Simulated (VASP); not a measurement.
# Ta (Pm-3m) in VASP: a series of runs

The runs below take Ta through single point, with PBEsol.

Everything below comes from runs of VASP 6.6.1. Logs are shortened: lines on timing, memory, paths and dates and some standing lists are left out, and cuts for length are marked.

## (1) The crystal as given

Symmetry: Pm-3m, No. 221, cubic system. Conventional cell: a = 2.621 Å, b = 2.621 Å, c = 2.621 Å, α = 90.00°, β = 90.00°, γ = 90.00°. Ta (site symmetry m-3m) is surrounded by 6 Ta at 2.62 Å.

This isn't the form of Ta at room conditions, which is bcc.

## (2) Single point, PBEsol

INCAR

```
PREC = Accurate
ENCUT = 520
EDIFF = 1E-6
ISMEAR = 0
SIGMA = 0.15
LREAL = F
LASPH = T
NELM = 100
ALGO = Normal
ISIF = 2
LWAVE = F
LCHARG = F
GGA = PS
NBANDS = 12
```

KPOINTS

```
Automatic mesh
0
Gamma
  22 22 22
```

POSCAR

```
Ta
1.0
   -0.8737478697      1.7474957394      1.7474957394
    1.7474957394     -0.8737478697      1.7474957394
    1.7474957394      1.7474957394     -0.8737478697
Ta
1
Direct
    0.0000000000      0.0000000000      0.0000000000
```

Potentials or basis: VASP PAW PBE potentials, release 64 (Ta_pv).

On the command line:

```
$ cat potpaw_PBE.64/Ta_pv/POTCAR > POTCAR
$ mpirun -np 1 vasp_std > vasp.out
```

OUTCAR:

```text
PREC = Accurate
   ENCUT = 520
   EDIFF = 1E-6
   ISMEAR = 0
   LREAL = F
   LASPH = T
   NELM = 100
   ISIF = 2
   GGA = PS

 ion  position               nearest neighbor table
   1  0.000  0.000  0.000-

  LATTYP: Found a simple cubic cell.
 ALAT       =     2.6212436091

  Lattice vectors:

 A1 = (  -0.8737478697,   1.7474957394,   1.7474957394)
 A2 = (   1.7474957394,  -0.8737478697,   1.7474957394)
 A3 = (   1.7474957394,   1.7474957394,  -0.8737478697)

Analysis of symmetry for initial positions (statically):
=====================================================================
 Subroutine PRICEL returns:
 Original cell was already a primitive cell.

 Routine SETGRP: Setting up the symmetry group for a
 simple cubic supercell.

 Subroutine GETGRP returns: Found 48 space group operations
 (whereof 48 operations were pure point group operations)
 out of a pool of 48 trial point group operations.

The static configuration has the point symmetry O_h .

Analysis of symmetry for dynamics (positions and initial velocities):
=====================================================================
 Subroutine PRICEL returns:
 Original cell was already a primitive cell.

 Routine SETGRP: Setting up the symmetry group for a
 simple cubic supercell.

 Subroutine GETGRP returns: Found 48 space group operations
 (whereof 48 operations were pure point group operations)
 out of a pool of 48 trial point group operations.

The dynamic configuration has the point symmetry O_h .

 Subroutine INISYM returns: Found 48 space group operations
 (whereof 48 operations are pure point group operations),
 and found     1 'primitive' translations

----------------------------------------------------------------------------------------

                                     Primitive cell

  volume of cell :      18.0104

  direct lattice vectors                    reciprocal lattice vectors
    -0.873747870  1.747495739  1.747495739    -0.127166102  0.254332205  0.254332205
     1.747495739 -0.873747870  1.747495739     0.254332205 -0.127166102  0.254332205
     1.747495739  1.747495739 -0.873747870     0.254332205  0.254332205 -0.127166102

  length of vectors
     2.621243609  2.621243609  2.621243609     0.381498307  0.381498307  0.381498307

  position of ions in fractional coordinates (direct lattice)
     0.000000000  0.000000000  0.000000000

  ion indices of the primitive-cell ions
   primitive index   ion index
                 1           1

----------------------------------------------------------------------------------------

 KPOINTS: Automatic mesh

Automatic generation of k-mesh.
 Grid dimensions read from file:
 generate k-points for:   22   22   22

 Generating k-lattice:

  Cartesian coordinates                     Fractional coordinates (reciprocal lattice)
    -0.005780277  0.011560555  0.011560555     0.045454545  0.000000000  0.000000000
     0.011560555 -0.005780277  0.011560555     0.000000000  0.045454545  0.000000000
     0.011560555  0.011560555 -0.005780277     0.000000000  0.000000000  0.045454545

  Length of vectors
     0.017340832  0.017340832  0.017340832

  Shift w.r.t. Gamma in fractional coordinates (k-lattice)
     0.000000000  0.000000000  0.000000000

 Subroutine IBZKPT returns following result:
 ===========================================

 Found    364 irreducible k-points:

 Following reciprocal coordinates:
            Coordinates               Weight
  0.000000  0.000000  0.000000      1.000000
  0.045455  0.000000  0.000000      6.000000
  0.090909  0.000000  0.000000      6.000000
  0.136364  0.000000  0.000000      6.000000
  0.181818  0.000000  0.000000      6.000000
  0.227273  0.000000  0.000000      6.000000
[... 16 lines left out ...]
  0.500000  0.045455 -0.000000     12.000000
  0.090909  0.090909  0.000000     12.000000
 [... further k-points ...]
   k-points           NKPTS =    364   k-points in BZ     NKDIM =    364   number of bands    NBANDS=     12
   number of dos      NEDOS =    301   number of ions     NIONS =      1
   total plane-waves  NPLWV =   8000
   dimension x,y,z NGX =    20 NGY =   20 NGZ =   20
   dimension x,y,z NGXF=    40 NGYF=   40 NGZF=   40
   ions per type =               1
   NGX,Y,Z   is equivalent  to a cutoff of  12.68, 12.68, 12.68 a.u.
   NGXF,Y,Z  is equivalent  to a cutoff of  25.37, 25.37, 25.37 a.u.
 SYSTEM =  unknown system
   PREC   = accura    normal or accurate (medium, high low for compatibility)
   ISTART =      0    job   : 0-new  1-cont  2-samecut
   ICHARG =      2    charge: 1-file 2-atom 10-const
   ISPIN  =      1    spin polarized calculation?
   LNONCOLLINEAR =      F non collinear calculations
   LSORBIT =      F    spin-orbit coupling
   LASPH  =      T    aspherical Exc in radial PAW
   ENCUT  =  520.0 eV  38.22 Ry    6.18 a.u.   4.87  4.87  4.87*2*pi/ulx,y,z
   NELM   =    100;   NELMIN=  2; NELMDL= -5     # of ELM steps
   EDIFF  = 0.1E-05   stopping-criterion for ELM
   LREAL  =      F    real-space projection
   EDIFFG = 0.1E-04   stopping-criterion for IOM
   NSW    =      0    number of steps for IOM
   IBRION =     -1    ionic relax: 0-MD 1-quasi-New 2-CG
   NFREE  =      0    steps in history (QN), initial steepest desc. (CG)
   ISIF   =      2    stress and relaxation
   ISYM   =      2    0-nonsym 1-usesym 2-fastsym
   POTIM  = 0.5000    time-step for ionic-motion
   TEBEG  =    0.0;   TEEND  =   0.0 temperature during run
   PSTRESS=    0.0 pullay stress
   NELECT =      11.0000    total number of electrons
   NUPDOWN=      -1.0000    fix difference up-down
   EMIN   =  10.00;   EMAX   =-10.00  energy-range for DOS
   EFERMI =   0.00;   METHOD = LEGACY
   ISMEAR =     0;   SIGMA  =   0.15  broadening in eV -4-tet -1-fermi 0-gaus
   EFERMI_NEDOS =   21; number of points for ismear=-14 and -15
   IALGO  =     38    algorithm
   IMIX   =      4    mixing-type and parameters
     AMIX     =   0.40;   BMIX     =  1.00
     AMIX_MAG =   1.60;   BMIX_MAG =  1.00
  volume/ion in A,a.u.               =      18.01       121.54
  Fermi-wavevector in a.u.,A,eV,Ry     =   1.388988  2.624806 26.249534  1.929286
  Thomas-Fermi vector in A             =   2.513061
   LORBIT       =      0    0 simple, 1 ext, 2 COOP (PROOUT), +10 PAW based schemes
   GGA     = PS    functional components
   LHFCALC =     F    Hartree Fock is set to
   AEXX    =    0.0000 exact exchange contribution
   IVDW    =     0    specifies the selected vdW correction
   LEPSILON=     F    determine dielectric tensor
   LRPA    =     F    only Hartree local field effects (RPA)
 non-spin polarized calculation
 Gauss-broadening in eV      SIGMA  =   0.15
  energy-cutoff  :      520.00
  volume of cell :       18.01
 maximum number of plane-waves:       500
 NGX is ok and might be reduce to    20

 number of electron      11.0000000 magnetization

 Free energy of the ion-electron system (eV)
  ---------------------------------------------------
  ext. energy  EPLUGINS =         0.00000000
  ---------------------------------------------------
  free energy    TOTEN  =       -11.30041480 eV

  energy without entropy =      -11.29022816  energy(sigma->0) =      -11.29532148

 E-fermi :   5.3350     XC(G=0): -12.6135

 val. band max:        5.3314503137   @ k =   0.4545   0.4091   0.1818
 cond. band min:       5.3429387040   @ k =   0.3636   0.0455   0.0455
 fundamental gap:      0.0114883902
 Fermi energy:         5.3350374867

 k-point     1 :       0.0000    0.0000    0.0000
  band No.  band energies     occupation
      1     -27.5794      2.00000
      2     -27.5794      2.00000
      3     -27.5794      2.00000
      4      -2.4065      2.00000
      5       2.2362      2.00000
      6       2.2362      2.00000
      7      12.5237      0.00000
      8      12.5237      0.00000
      9      12.5237      0.00000
     10      20.0506      0.00000
     11      21.2259      0.00000
     12      21.2259      0.00000

 k-point     2 :       0.0455    0.0000    0.0000
  band No.  band energies     occupation
      1     -27.6195      2.00000
      2     -27.5761      2.00000
      3     -27.5761      2.00000
      4      -2.3324      2.00000
      5       2.2564      2.00000
      6       2.3176      2.00000
      7      12.3716      0.00000
      8      12.3716      0.00000
      9      12.5334      0.00000
     10      20.0458      0.00000
     11      20.8261      0.00000
     12      21.4067      0.00000

 k-point     3 :       0.0909    0.0000    0.0000
  band No.  band energies     occupation
      1     -27.7352      2.00000
      2     -27.5664      2.00000
      3     -27.5664      2.00000
      4      -2.1183      2.00000
      5       2.3157      2.00000
      6       2.5598      2.00000
      7      11.9597      0.00000
      8      11.9597      0.00000
      9      12.5620      0.00000
     10      19.8250      0.00000
     11      20.1048      0.00000
     12      21.9025      0.00000
[... 286 lines left out ...]
 k-point    23 :       0.5000    0.0455   -0.0000
  band No.  band energies     occupation
      1     -29.3401      2.00000
      2     -27.4507      2.00000
      3     -27.4099      2.00000
      4       1.4845      2.00000
      5       3.4490      2.00000
      6       5.3454      0.92251
      7       7.9956      0.00000
      8       8.1549      0.00000
      9      12.9096      0.00000
     10      17.2357      0.00000
     11      20.0665      0.00000
     12      20.1470      0.00000

 k-point    24 :       0.0909    0.0909    0.0000
  band No.  band energies     occupation
      1     -27.7314      2.00000
      2     -27.7116      2.00000
      3     -27.5534      2.00000
      4      -1.8287      2.00000
      5       2.5176      2.00000
      6       2.7581      2.00000
      7      11.3517      0.00000
      8      11.8653      0.00000
      9      12.1546      0.00000
     10      19.9957      0.00000
     11      20.3967      0.00000
     12      20.7396      0.00000

 [... further k-points ...]

------------------------ aborting loop because EDIFF is reached ----------------------------------------

  FORCE on cell =-STRESS in cart. coord.  units (eV):
  Direction    XX          YY          ZZ          XY          YZ          ZX
  --------------------------------------------------------------------------------------
  -------------------------------------------------------------------------------------
  Total        2.1372093      2.1372093      2.1372093     -0.0000000     -0.0000000     -0.0000000
  in kB      190.1233609    190.1233609    190.1233609     -0.0000000     -0.0000000     -0.0000000
  external PRESSURE =     190.1233609 kB  Pullay stress =       0.0000000 kB

 VOLUME and BASIS-vectors are now :
 -----------------------------------------------------------------------------
  energy-cutoff  :      520.00
  volume of cell :       18.01
      direct lattice vectors                 reciprocal lattice vectors
    -0.873747870  1.747495739  1.747495739    -0.127166102  0.254332205  0.254332205
     1.747495739 -0.873747870  1.747495739     0.254332205 -0.127166102  0.254332205
     1.747495739  1.747495739 -0.873747870     0.254332205  0.254332205 -0.127166102

 POSITION                                       TOTAL-FORCE (eV/Angst)
 -----------------------------------------------------------------------------------
      0.00000      0.00000      0.00000         0.000000     -0.000000     -0.000000
 -----------------------------------------------------------------------------------
    total drift:                                0.000000     -0.000000      0.000000

  FREE ENERGIE OF THE ION-ELECTRON SYSTEM (eV)
  ---------------------------------------------------
  free  energy   TOTEN  =       -11.3004148046 eV

  energy  without entropy=      -11.2902281596  energy(sigma->0) =      -11.29532148
```

Run time: 35 s. Hardware: 1 thread of Intel Xeon Platinum 8488C (Sapphire Rapids), shared host; peak memory 0.18 GiB.

Results:

```yaml
Free_energy: -11.3004 eV
Pressure: 19.0 GPa
Band_gap_on_the_k_mesh: none (metal or under the smearing width)
```

Caveat: so large a pressure means that the cell lies far from this level's equilibrium, or that cutoff or potentials fall short; the potentials were made for another functional, which shifts forces and pressure.

## (3) Single point, PBEsol

This run uses another cell than the first one, of the same volume but with other edges.

INCAR

```
SYSTEM = Ta
ALGO = Fast ; EDIFF = 1E-7
ENCUT = 520 ; GGA = PS
ISIF = 2 ; ISMEAR = 0
LASPH = .True. ; LCHARG = .False.
LREAL = .False. ; LWAVE = .False.
NBANDS = 12 ; NELM = 100
PREC = Accurate ; SIGMA = 0.15
```

KPOINTS

```
k-points
0
Gamma
  22 22 22
  0 0 0
```

POSCAR

```
Ta
1.0
   -2.0299059403      1.6720501819      1.6720501819
    1.6720501819     -2.0299059403      1.6720501819
    1.6720501819      1.6720501819     -2.0299059403
Ta
1
Direct
    0.0000000000      0.0000000000      0.0000000000
```

Potentials or basis: VASP PAW PBE potentials, release 64 (Ta_pv).

On the command line:

```
$ cat potpaw_PBE.64/Ta_pv/POTCAR > POTCAR
$ mpirun -np 1 vasp_std > vasp.out
```

Run time: 1.8 min. Hardware: 1 thread of Intel Xeon Platinum 8488C (Sapphire Rapids), shared host; peak memory 0.33 GiB.

It converged, with:

```yaml
Free_energy: -11.5369 eV
Pressure: 20.0 GPa
Band_gap_on_the_k_mesh: none (metal or under the smearing width)
```

Stress tensor (GPa, compression positive):
```
19.97 39.53 39.53
39.53 19.97 39.53
39.53 39.53 19.97
```

Levels at points of the mesh, in eV from the Fermi level:
| k point | band 2 | band 3 | band 4 | band 5 | band 6 | band 7 | band 8 | band 9 | band 10 | band 11 |
| --- | --- | --- | --- | --- | --- | --- | --- | --- | --- | --- |
| (0.00, 0.00, 0.00) | -33.95 | -31.79 | -8.02 | -3.21 | -0.17 | -0.17 | 7.11 | 7.11 | 11.03 | 14.41 |
| (0.50, 0.00, 0.00) | -33.63 | -33.40 | -4.61 | -2.22 | 2.55 | 2.57 | 3.49 | 6.36 | 10.87 | 14.37 |
| (0.50, 0.50, 0.00) | -34.10 | -31.82 | -4.97 | -3.50 | -0.18 | 4.73 | 7.15 | 7.65 | 8.17 | 10.63 |
| (0.50, 0.50, 0.50) | -33.71 | -33.71 | -4.52 | -4.52 | 4.53 | 4.53 | 8.06 | 8.06 | 8.22 | 11.90 |

Caveat: so large a pressure means that the cell lies far from this level's equilibrium, or that cutoff or potentials fall short; the potentials were made for another functional, which shifts forces and pressure.
